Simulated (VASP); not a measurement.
# GaAs (P-6m2) in VASP: further runs, part 2 of 2

VASP 6.6.1. The steps go on from the part before.

### Step 3. Relaxation of cell and atoms, PBE (cell and atoms relaxed from a first guess)

Contents of INCAR:

```
SYSTEM = GaAs
PREC = Accurate
ENCUT = 600
EDIFF = 1E-6
ISMEAR = -1
SIGMA = 0.05
LREAL = .FALSE.
LASPH = .TRUE.
NELM = 100
ALGO = Normal
ISIF = 3
LWAVE = .FALSE.
LCHARG = .FALSE.
GGA = PE
IBRION = 2
NSW = 100
EDIFFG = -0.005
```

Contents of KPOINTS:

```
Automatic mesh
0
G
  13 13 11
  0 0 0
```

Contents of POSCAR:

```
GaAs
1.0
    3.3138433904      0.0000000000      0.0000000000
   -1.6569216952      2.8698725602      0.0000000000
    0.0000000000      0.0000000000      3.2475665225
Ga As
1 1
Direct
    0.0000000000      0.0000000000      0.0000000000
    0.3333333333      0.6666666667      0.5000000000
```

Potentials or basis: VASP PAW PBE potentials, release 64 (Ga_d, As).

The run is started by

```sh
$ cat potpaw_PBE.64/Ga_d/POTCAR potpaw_PBE.64/As/POTCAR > POTCAR
$ mpirun -np 1 vasp_std > vasp.out
```

OUTCAR:

```text
SYSTEM = GaAs
   PREC = Accurate
   ENCUT = 600
   EDIFF = 1E-6
   ISMEAR = -1
   LREAL = .FALSE.
   LASPH = .TRUE.
   NELM = 100
   ISIF = 3
   GGA = PE
   IBRION = 2
   NSW = 100
   EDIFFG = -0.005

 ion  position               nearest neighbor table
   1  0.000  0.000  0.000-   2 2.51   2 2.51   2 2.51   2 2.51   2 2.51   2 2.51
   2  0.333  0.667  0.500-   1 2.51   1 2.51   1 2.51   1 2.51   1 2.51   1 2.51

  LATTYP: Found a hexagonal cell.
 ALAT       =     3.3138433904
 C/A-ratio  =     0.9800000000

  Lattice vectors:

 A1 = (   3.3138433904,   0.0000000000,   0.0000000000)
 A2 = (  -1.6569216952,   2.8698725602,   0.0000000000)
 A3 = (   0.0000000000,   0.0000000000,   3.2475665225)

Analysis of symmetry for initial positions (statically):
=====================================================================
 Subroutine PRICEL returns:
 Original cell was already a primitive cell.

 Routine SETGRP: Setting up the symmetry group for a
 hexagonal supercell.

 Subroutine GETGRP returns: Found 12 space group operations
 (whereof 12 operations were pure point group operations)
 out of a pool of 24 trial point group operations.

The static configuration has the point symmetry D_3h.

Analysis of symmetry for dynamics (positions and initial velocities):
=====================================================================
 Subroutine PRICEL returns:
 Original cell was already a primitive cell.

 Routine SETGRP: Setting up the symmetry group for a
 hexagonal supercell.

 Subroutine GETGRP returns: Found 12 space group operations
 (whereof 12 operations were pure point group operations)
 out of a pool of 24 trial point group operations.

The dynamic configuration has the point symmetry D_3h.

 Subroutine INISYM returns: Found 12 space group operations
 (whereof 12 operations are pure point group operations),
 and found     1 'primitive' translations

----------------------------------------------------------------------------------------

                                     Primitive cell

  volume of cell :      30.8854

  direct lattice vectors                    reciprocal lattice vectors
     3.313843390  0.000000000  0.000000000     0.301764411  0.174223764  0.000000000
    -1.656921695  2.869872560  0.000000000     0.000000000  0.348447528  0.000000000
     0.000000000  0.000000000  3.247566523     0.000000000  0.000000000  0.307922869

  length of vectors
     3.313843390  3.313843390  3.247566523     0.348447528  0.348447528  0.307922869

  position of ions in fractional coordinates (direct lattice)
     0.000000000  0.000000000  0.000000000
     0.333333333  0.666666667  0.500000000

  ion indices of the primitive-cell ions
   primitive index   ion index
                 1           1
                 2           2

----------------------------------------------------------------------------------------

 KPOINTS: Automatic mesh

Automatic generation of k-mesh.
 Grid dimensions read from file:
 generate k-points for:   13   13   11

 Generating k-lattice:

  Cartesian coordinates                     Fractional coordinates (reciprocal lattice)
[... 58 lines left out ...]
   ENCUT  =  600.0 eV  44.10 Ry    6.64 a.u.   6.62  6.62  6.49*2*pi/ulx,y,z
   NELM   =    100;   NELMIN=  2; NELMDL= -5     # of ELM steps
   EDIFF  = 0.1E-05   stopping-criterion for ELM
   LREAL  =      F    real-space projection
   EDIFFG = -.5E-02   stopping-criterion for IOM
   NSW    =    100    number of steps for IOM
   IBRION =      2    ionic relax: 0-MD 1-quasi-New 2-CG
   NFREE  =      1    steps in history (QN), initial steepest desc. (CG)
   ISIF   =      3    stress and relaxation
   ISYM   =      2    0-nonsym 1-usesym 2-fastsym
   POTIM  = 0.5000    time-step for ionic-motion
   TEBEG  =    0.0;   TEEND  =   0.0 temperature during run
   PSTRESS=    0.0 pullay stress
   NELECT =      18.0000    total number of electrons
   NUPDOWN=      -1.0000    fix difference up-down
   EMIN   =  10.00;   EMAX   =-10.00  energy-range for DOS
   EFERMI =   0.00;   METHOD = LEGACY
   ISMEAR =    -1;   SIGMA  =   0.05  broadening in eV -4-tet -1-fermi 0-gaus
   EFERMI_NEDOS =   21; number of points for ismear=-14 and -15
   IALGO  =     38    algorithm
   IMIX   =      4    mixing-type and parameters
     AMIX     =   0.40;   BMIX     =  1.00
     AMIX_MAG =   1.60;   BMIX_MAG =  1.00
  volume/ion in A,a.u.               =      15.44       104.21
  Fermi-wavevector in a.u.,A,eV,Ry     =   1.367460  2.584126 25.442189  1.869948
  Thomas-Fermi vector in A             =   2.493511
   LORBIT       =      0    0 simple, 1 ext, 2 COOP (PROOUT), +10 PAW based schemes
   GGA     = PE    functional components
   LHFCALC =     F    Hartree Fock is set to
   AEXX    =    0.0000 exact exchange contribution
   IVDW    =     0    specifies the selected vdW correction
   LEPSILON=     F    determine dielectric tensor
   LRPA    =     F    only Hartree local field effects (RPA)
 conjugate gradient relaxation of ions
 non-spin polarized calculation
  energy-cutoff  :      600.00
  volume of cell :       30.89
 maximum number of plane-waves:      1057
 NGX is ok and might be reduce to    28
   NGX = 13   NGY = 13   NGZ = 13

--------------------------------------- Ionic step        1  -------------------------------------------

 number of electron      17.9999998 magnetization

 Free energy of the ion-electron system (eV)
  ---------------------------------------------------
  ext. energy  EPLUGINS =         0.00000000
  ---------------------------------------------------
  free energy    TOTEN  =        -6.70604370 eV

  energy without entropy =       -6.69792763  energy(sigma->0) =       -6.70198567

------------------------ aborting loop because EDIFF is reached ----------------------------------------

  FORCE on cell =-STRESS in cart. coord.  units (eV):
  Direction    XX          YY          ZZ          XY          YZ          ZX
  --------------------------------------------------------------------------------------
  -------------------------------------------------------------------------------------
  Total        5.7344902      5.7344902      6.4411794      0.0000000      0.0000000     -0.0000000
  in kB      297.4765582    297.4765582    334.1360469      0.0000000      0.0000000     -0.0000000
  external PRESSURE =     309.6963878 kB  Pullay stress =       0.0000000 kB
[... 23 lines left out ...]
--------------------------------------- Ionic step        2  -------------------------------------------

 number of electron      17.9999998 magnetization

 E-fermi :   3.7919     XC(G=0):  -9.8571

 val. band max:        3.7722518707   @ k =   0.3846   0.0769   0.4545
 cond. band min:       3.8038185223   @ k =   0.2308   0.0769   0.3636
 fundamental gap:      0.0315666515
 Fermi energy:         3.7918509771

 k-point     1 :       0.0000    0.0000    0.0000
  band No.  band energies     occupation
      1     -10.8534      2.00000
      2     -10.8534      2.00000
      3     -10.8404      2.00000
      4     -10.8097      2.00000
      5     -10.8097      2.00000
      6      -8.3081      2.00000
      7       1.5670      2.00000
      8       2.4339      2.00000
      9       4.2379      0.00027
     10       4.2379      0.00027
     11       8.7817      0.00000
     12       8.7817      0.00000
     13       9.0942      0.00000
[... 433 lines left out ...]
  FREE ENERGIE OF THE ION-ELECTRON SYSTEM (eV)
  ---------------------------------------------------
  free  energy   TOTEN  =        -7.4014666143 eV

  energy  without entropy=       -7.3925015895  energy(sigma->0) =       -7.39698410

[... ionic steps 4 to 10 ...]

--------------------------------------- Ionic step       11  -------------------------------------------

 number of electron      18.0000004 magnetization

------------------------ aborting loop because EDIFF is reached ----------------------------------------
[... 67 lines left out ...]
--------------------------------------- Ionic step       13  -------------------------------------------

 number of electron      18.0000003 magnetization

 Free energy of the ion-electron system (eV)
  ---------------------------------------------------
  ext. energy  EPLUGINS =         0.00000000
  ---------------------------------------------------
  free energy    TOTEN  =        -7.45139024 eV

  energy without entropy =       -7.44316849  energy(sigma->0) =       -7.44727936

 E-fermi :   4.9753     XC(G=0): -10.2858

 val. band max:        4.9684300371   @ k =   0.3077   0.3077   0.2727
 cond. band min:       4.9960064469   @ k =   0.3846   0.2308   0.2727
 fundamental gap:      0.0275764098
 Fermi energy:         4.9752531144

 k-point     1 :       0.0000    0.0000    0.0000
  band No.  band energies     occupation
      1      -9.9806      2.00000
      2      -9.9297      2.00000
      3      -9.9297      2.00000
      4      -9.8871      2.00000
      5      -9.8871      2.00000
      6      -8.1576      2.00000
      7       3.4601      2.00000
      8       4.1194      2.00000
      9       4.1194      2.00000
     10       5.2632      0.00629
     11       8.8523      0.00000
     12       8.8523      0.00000
     13      10.4847      0.00000
[... 397 lines left out ...]
  FREE ENERGIE OF THE ION-ELECTRON SYSTEM (eV)
  ---------------------------------------------------
  free  energy   TOTEN  =        -7.4513902361 eV

  energy  without entropy=       -7.4431684852  energy(sigma->0) =       -7.44727936

 reached required accuracy - stopping structural energy minimisation
```

OSZICAR:

```text
N       E                     dE             d eps       ncg     rms          rms(c)
DAV:   1     0.825128814318E+02    0.82513E+02   -0.10087E+04  3369   0.240E+03
DAV:   2    -0.145895635633E+01   -0.83972E+02   -0.80991E+02  3584   0.352E+02
DAV:   3    -0.673120871111E+01   -0.52723E+01   -0.51651E+01  3977   0.723E+01
DAV:   4    -0.680457491399E+01   -0.73366E-01   -0.73281E-01  3771   0.873E+00
[... 109 lines left out ...]
DAV:   1    -0.745278868600E+01   -0.15065E-02   -0.31543E-02  3571   0.174E+00    0.239E-01
DAV:   2    -0.745188739935E+01    0.90129E-03   -0.95432E-04  3519   0.451E-01    0.144E-01
DAV:   3    -0.745138472541E+01    0.50267E-03   -0.54119E-04  4179   0.376E-01    0.751E-03
DAV:   4    -0.745139016737E+01   -0.54420E-05   -0.73279E-05  3381   0.873E-02    0.493E-03
DAV:   5    -0.745139023606E+01   -0.68690E-07   -0.15257E-06  3279   0.145E-02
  13 F= -.74513902E+01 E0= -.74472794E+01  d E =-.108123E-03
```

CONTCAR:

```text
GaAs
   1.00000000000000
     3.8419020048382881    0.0000000000000000   -0.0000000000000001
    -1.9209510024191441    3.3271847349654928    0.0000000000000000
    -0.0000000000000001   -0.0000000000000001    3.2427255841706715
  Ga              As
     1     1
Direct
     0.0000000000000000    1.0000000000000000    0.0000000000000000
     0.3333333332999970    0.6666666667000030    0.5000000000000000

  0.00000000E+00  0.00000000E+00  0.00000000E+00
  0.00000000E+00  0.00000000E+00  0.00000000E+00
```

It took 5.3 min on 1 thread of Intel Xeon Platinum 8488C (Sapphire Rapids), shared host; peak memory 0.22 GiB.

What came out:

```
Free energy                            : -7.4514 eV
Relaxed volume                         : 20.73 Å³/atom
Relaxed cell                           : a = 3.842 Å, b = 3.842 Å, c = 3.243 Å, α = 90.00°, β = 90.00°, γ = 120.00°
Space group after relaxing (to 0.05 Å) : P-6m2 (No. 187)
Energy gained by relaxing              : 372.7 meV/atom
Ionic steps                            : 13
Pressure after relaxing                : 0.0 GPa
Band gap on the k mesh                 : none (metal or under the smearing width)
```

The path:
| step | energy change (eV) | largest force (eV/Å) | pressure (GPa) | volume (Å³) |
| --- | --- | --- | --- | --- |
| 1 | 0.0000 | 0.0000 | 30.97 | 30.89 |
| 2 | -0.5464 | 0.0000 | -6.45 | 46.24 |
| 3 | -0.6954 | 0.0000 | 0.29 | 39.91 |
| 4 | -0.6954 | 0.0000 | -0.06 | 40.10 |
| 5 | -0.7057 | 0.0000 | -0.08 | 40.24 |
| 6 | -0.7298 | 0.0000 | 0.14 | 40.58 |
| 7 | -0.7314 | 0.0000 | 1.52 | 40.98 |
| 8 | -0.7395 | 0.0000 | 0.40 | 40.75 |
| 9 | -0.7439 | 0.0000 | 0.88 | 40.89 |
| 10 | -0.7405 | 0.0000 | -1.32 | 42.54 |
| 11 | -0.7452 | 0.0000 | 0.06 | 41.46 |
| 12 | -0.7452 | 0.0000 | 0.11 | 41.45 |
| 13 | -0.7453 | 0.0000 | -0.01 | 41.45 |

Final structure:
```xyz
2
Lattice="3.8419 0.0000 0.0000 -1.9210 3.3272 0.0000 0.0000 0.0000 3.2427" Properties=species:S:1:pos:R:3 pbc="T T T"
Ga   -1.9210    3.3272    0.0000
As    0.0000    2.2181    1.6214
```

Levels at points of the mesh, in eV from the Fermi level:
```csv
k point,band 7,band 8,band 9,band 10,band 11,band 12
"(0.00, 0.00, 0.00)",-1.52,-0.86,-0.86,0.29,3.88,3.88
```

Caveat: the volume moved by over 15 % at a fixed basis, so the end points are rough.
